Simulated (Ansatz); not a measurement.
The system is K.

```
K
1.0
    -2.69756    2.69756    2.69756
     2.69756   -2.69756    2.69756
     2.69756    2.69756   -2.69756
K
1
Direct
  0.00000 0.00000 0.00000
```

* Program: Ansatz 0.2.0
* Task: relaxation of cell and atoms
* Functional: revPBE
* Dispersion: D3(BJ)
* Potentials or basis: all-electron LAPW, scalar-relativistic
* Basis error allowed: 0.001 eV/atom
* k mesh: 7 × 7 × 7
* Occupations: fermi-dirac, width 0.05 eV
* Spin: no spin polarisation

At the start: volume 78.52 Å³/atom.

Question: How do energy, volume and symmetry change on relaxing?

Answer: Over 5 steps the energy falls by 8.8 meV/atom and the volume is 70.95 Å³/atom (-9.6 %); space group Im-3m (No. 229, to 0.05 Å).

Step by step:
```csv
step,energy change (eV),largest force (eV/Å),volume (Å³)
1,0.0000,0.0000,78.52
2,-0.0017,0.0000,77.70
3,-0.0086,0.0000,69.83
4,-0.0088,0.0000,70.95
5,-0.0088,0.0000,70.95
```

Final structure:
```xyz
1
Lattice="-2.6079 2.6079 2.6079 2.6079 -2.6079 2.6079 2.6079 2.6079 -2.6079" Properties=species:S:1:pos:R:3 pbc="T T T"
K     0.0000    0.0000    0.0000
```
